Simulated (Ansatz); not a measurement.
`CC(F)(F)F` + `N=C(N)O` → `C/N=C(\N)O` + `FC(F)F`  (substitution at a C–C bond)

Program: Ansatz. Geometries: PBE0-D4/def2-TZVP. ΔE: electronic, gas phase. CCSD(T)/CBS adds triple-zeta CCSD(T) − MP2 to the extrapolated MP2 energy (def2 sets, frozen cores). This one scheme is used for every species. Functionals use def2-TZVPP. B3LYP here is the variant with VWN-RPA as its local correlation; programs differ in this. HSE06 is defined as in plane-wave codes. Each species was taken in one conformer, which may not be the lowest.

`CC(F)(F)F`:

```xyz
8

C    -0.310    0.691   -0.257
C     0.270   -0.602    0.223
F     1.513   -0.794   -0.244
F     0.342   -0.649    1.562
F    -0.464   -1.653   -0.168
H    -0.350    0.686   -1.345
H     0.316    1.515    0.083
H    -1.316    0.805    0.146
```

`N=C(N)O`:

Cartesian coordinates in Å:
```
N -0.706 1.002 0.619
C -0.052 0.045 0.104
N 1.072 0.249 -0.639
O -0.295 -1.288 0.207
H -1.474 0.685 1.201
H 1.214 1.197 -0.938
H 1.330 -0.476 -1.285
H -1.090 -1.413 0.732
```

`C/N=C(\N)O`:

Cartesian coordinates in Å:
```
C 0.006 0.687 -1.382
N -0.558 -0.434 -0.678
C -0.202 -0.612 0.524
N 0.688 0.112 1.262
O -0.687 -1.653 1.229
H -0.395 0.719 -2.396
H -0.241 1.653 -0.912
H 1.100 0.628 -1.464
H 0.665 -0.023 2.258
H 0.889 1.044 0.946
H -1.265 -2.122 0.614
```

`FC(F)F`:

```xyz
5

F     0.452    1.168    0.391
C     0.020   -0.041    0.039
F    -1.311   -0.024    0.013
F     0.463   -0.309   -1.188
H     0.377   -0.794    0.746
```

| level | ΔE (kJ/mol) | difference from CCSD(T)/CBS |
| --- | --- | --- |
| LDA (SPW92) | 46.0 | -4.2 |
| PBE-D4 | 44.6 | -5.6 |
| revPBE-D4 | 42.0 | -8.2 |
| r2SCAN-D4 | 52.8 | 2.6 |
| PBE0-D4 | 46.9 | -3.3 |
| B3LYP-D4 | 45.8 | -4.4 |
| r2SCANh-D4 | 52.7 | 2.5 |
| r2SCAN0-D4 | 52.4 | 2.2 |
| HSE06-D4 | 46.8 | -3.4 |
| BHLYP-D4 | 48.7 | -1.5 |
| CAM-B3LYP-D4 | 48.8 | -1.4 |
| ωB97M-V | 52.3 | 2.1 |
| B2PLYP | 47.8 | -2.4 |
| PBE-QIDH | 48.3 | -1.9 |
| PBE | 46.1 | -4.1 |
| revPBE | 45.9 | -4.3 |
| BLYP | 46.1 | -4.1 |
| r2SCAN | 53.3 | 3.1 |
| PBE0 | 48.3 | -1.9 |
| B3LYP | 48.1 | -2.1 |
| r2SCANh | 53.3 | 3.1 |
| r2SCAN0 | 53.1 | 2.9 |
| HSE06 | 48.1 | -2.1 |
| BHLYP | 50.5 | 0.3 |
| CAM-B3LYP | 50.2 | 0.0 |
| RPA@PBE/def2-TZVPP | 46.2 | -4.0 |
| HF/def2-SVP | 49.7 | -0.5 |
| MP2/def2-SVP | 47.1 | -3.1 |
| CCSD/def2-SVP | 48.3 | -1.9 |
| CCSD(T)/def2-SVP | 47.6 | -2.6 |
| HF/def2-TZVPP | 52.3 | 2.1 |
| MP2/def2-TZVPP | 45.7 | -4.5 |
| SCS-MP2/def2-TZVPP | 45.5 | -4.7 |
| CCSD/def2-TZVPP | 48.8 | -1.4 |
| CCSD(T)/def2-TZVPP | 47.8 | -2.4 |
| HF/def2-QZVPP | 52.2 | 2.0 |
| SCS-MP2/def2-QZVPP | 46.8 | -3.4 |
| HF/CBS(def2) | 52.1 | 1.9 |
| MP2/CBS(def2) | 48.1 | -2.1 |
| CCSD/CBS(def2) | 51.2 | 1.0 |
| CCSD(T)/CBS | 50.2 | 0 |

Largest T1 diagnostic among the species: 0.013.

Leaving LDA and LC-ωPBE aside and taking each functional with its dispersion term where it has one, the values, not all of them listed here, spread over 12.4 kJ/mol, from revPBE-D4 to B97M-V. In def2-TZVPP, CCSD(T) changes the Hartree–Fock value by −4.5 kJ/mol (the triples alone add −1.1 kJ/mol) and MP2 by −6.6 kJ/mol.

CCSD(T)/CBS has its own doubt, a few kJ/mol and more with outer-core shells, so smaller differences from it don't rank the levels.
